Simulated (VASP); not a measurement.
Runs of VASP 6.6.1 on Bi. It takes space group Im-3m (No. 229, cubic). Conventional cell: a = 3.994 Å, b = 3.994 Å, c = 3.994 Å, α = 90.00°, β = 90.00°, γ = 90.00°. Bi (site symmetry m-3m) has 8 Bi at 3.46 Å as nearest neighbours. The cell was built by a generator and needn't be a form met in nature.

```tsv
task	cell	k mesh	cutoff (eV)	gap on the mesh (eV)	pressure (GPa)
relaxation of cell and atoms	relaxed	11 × 11 × 11	600	none	0.0
single point	Im-3m, 34.36 Å³/atom	18 × 18 × 18	520	none	0.0
single point	Im-3m, 31.61 Å³/atom	12 × 12 × 12	520	none	(a)
single point	Im-3m, 34.36 Å³/atom	11 × 11 × 11	520	none	0.1
```

Alike in all rows: level BLYP; potentials or basis VASP PAW PBE potentials, release 64 (Bi_d); no spin polarisation; smearing fermi-dirac 0.1 eV.

Estimate the missing entries.

(a) 4.0.

Caveats: the PAW data sets were made with another functional, which shifts forces and pressure a little; spin-orbit coupling is left out, which moves the levels of the heavy elements.

A k mesh can miss the band edges, and the runs leave out spin-orbit coupling on Bi.

A gap of «none» marks a metal or a gap under the smearing width.
